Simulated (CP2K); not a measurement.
Runs of CP2K 2026.2 on Ru. The structure is hexagonal, space group P6_3/mmc (No. 194). The conventional cell has a = 2.706 Å, b = 2.706 Å, c = 4.282 Å, α = 90.00°, β = 90.00°, γ = 120.00°. Ru (site symmetry -6m2) is surrounded by 12 Ru at 2.65 to 2.71 Å. 

| task | level | potentials or basis | cell | k mesh | smearing | EPS_DEFAULT | k points reduced by the point group | NGRIDS | basis sets | potentials | gap on the mesh (eV) | pressure (GPa) |
| --- | --- | --- | --- | --- | --- | --- | --- | --- | --- | --- | --- | --- |
| band structure | r2SCAN | POTENTIAL_UZH Ru GTH-SCAN-q16; TZVP-MOLOPT-SCAN-GTH basis | as given | 11 × 11 × 6 | fermi-dirac 0.0259 eV | 1.0E-9 | yes | 5 | Ru TZVP-MOLOPT-SCAN-GTH-q16 | Ru GTH-SCAN-q16 of POTENTIAL_UZH | none | (a) |
| band structure | LDA | GTH_POTENTIALS Ru GTH-PADE-q16; TZVP-MOLOPT-PBE-GTH basis | as given | 11 × 11 × 6 | fermi-dirac 0.0259 eV | 1.0E-10 | yes | 5 | Ru TZVP-MOLOPT-PBE-GTH-q16 | Ru GTH-PADE-q16 of GTH_POTENTIALS | none | -8.0 |
| relaxation of cell and atoms | PBEsol | POTENTIAL_UZH Ru GTH-PBE-q16; TZVP-MOLOPT-PBE-GTH basis | relaxed | 9 × 9 × 5 | fermi-dirac 0.0259 eV | 1.0E-9 | - | 5 | Ru TZVP-MOLOPT-PBE-GTH-q16 | Ru GTH-PBE-q16 of POTENTIAL_UZH | none | 0.0 |
| band structure | PBEsol | POTENTIAL_UZH Ru GTH-PBE-q16; TZVP-MOLOPT-PBE-GTH basis | as given | 11 × 11 × 6 | fermi-dirac 0.05 eV | 1.0E-9 | yes | 5 | Ru TZVP-MOLOPT-PBE-GTH-q16 | Ru GTH-PBE-q16 of POTENTIAL_UZH | none | -2.8 |
| band structure | TB-mBJ | POTENTIAL_UZH Ru GTH-PBE-q16; TZVP-MOLOPT-PBE-GTH basis | as given | 11 × 11 × 6 | fermi-dirac 0.0259 eV | 1.0E-9 | yes | 4 | Ru TZVP-MOLOPT-PBE-GTH-q16 | Ru GTH-PBE-q16 of POTENTIAL_UZH | none | - |

Alike in all rows: no spin polarisation.

Q: Fill in the values left out.

A: (a) 15.2.

Caveats: the basis of atomic orbitals isn't converged, which shifts pressures, moduli and gaps; the potentials were made for another functional, which shifts forces and pressure (some runs); so large a pressure means that the cell lies far from this level's equilibrium, or that cutoff or potentials fall short (some runs); the printed path begins after the first move (some runs); this is a model potential without an energy functional, so only levels have meaning (some runs).

A k mesh can miss the band edges, and the runs leave out spin-orbit coupling on Ru.

A gap of «none» marks a metal or a gap under the smearing width.

Runs at the PBE level aren't shown here.
